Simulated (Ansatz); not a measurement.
Here is an unrelaxed guess for Bi₂Se₃.

```cif
data_structure
_symmetry_space_group_name_H-M 'P 1'
_symmetry_Int_Tables_number 1
_cell_length_a 5.3532
_cell_length_b 5.3532
_cell_length_c 6.3471
_cell_angle_alpha 90.000
_cell_angle_beta 90.000
_cell_angle_gamma 120.000
_cell_volume 157.52
loop_
_atom_site_label
_atom_site_type_symbol
_atom_site_fract_x
_atom_site_fract_y
_atom_site_fract_z
_atom_site_occupancy
Bi1 Bi 0.00000 0.00000 0.28884 1
Bi2 Bi 0.00000 0.00000 0.71116 1
Se1 Se 0.33333 0.66667 0.00000 1
Se2 Se 0.66667 0.33333 0.31949 1
Se3 Se 0.66667 0.33333 0.68051 1
```

These are results of DFT PBE, scalar-relativistic, plane waves, PAW (Ansatz 0.2.0), not measurements. Settings: cutoff 420 eV, Γ-centred mesh 6×6×4 on the computed 5-atom cell, Gaussian smearing of 0.10 eV; no spin polarisation.

The zero of energy is the elements' standard structures at the same level; no fitted shifts are applied.

**Question.** What does a single point on this coarse mesh give?

**Answer.** The pressure is 2.7 GPa (the mean over three directions, positive in compression), the largest force is 4.53 eV/Å, and the energy is +0.31 eV/atom against the elements. The shortest distance is 2.29 Å.

**Question.** Is it a good guess?

**Answer.** A rough one: relaxing gains about 0.68 eV/atom in 34 ionic steps and ends at −0.376 eV/atom on the finer mesh. The symmetry stays P-6m2 (No. 187). The volume per atom grows by 9.0 %, from 31.5 to 34.3 Å³. The shortest distance goes from 2.29 Å (Se–Se) to 2.87 Å (Bi–Se). The ratio c/a of the conventional cell changes by a factor of 2.30. Conventional cell: a = 4.174 Å, c = 11.379 Å. Bi is surrounded by 3 Se at 2.87 Å and 3 Se at 3.13 Å; around Se on a site of symmetry -6m2 lie 6 Bi at 3.13 Å; Se on a site of symmetry 3m has 3 Bi at 2.87 Å.

The last run used a 12×12×4 mesh (in the run's order of axes) for its 5-atom cell and Gaussian smearing of 0.02 eV. No dispersion correction is applied, so the spacing and binding between layers, chains or molecules are poorly described. These runs have no spin–orbit coupling, which can matter for Bi. The reference form of Se is held partly by dispersion forces, which this level lacks. The relaxation can't lower the symmetry of the start, and the grade says only how near the guess is to its own end. Symmetry constrained the relaxation, so the result can be a saddle point. Another cell of Bi2Se3 relaxed alike, in R-3m (a cell as deposited in COD), lies 15 meV/atom lower, so this cell isn't the stable form at this level.
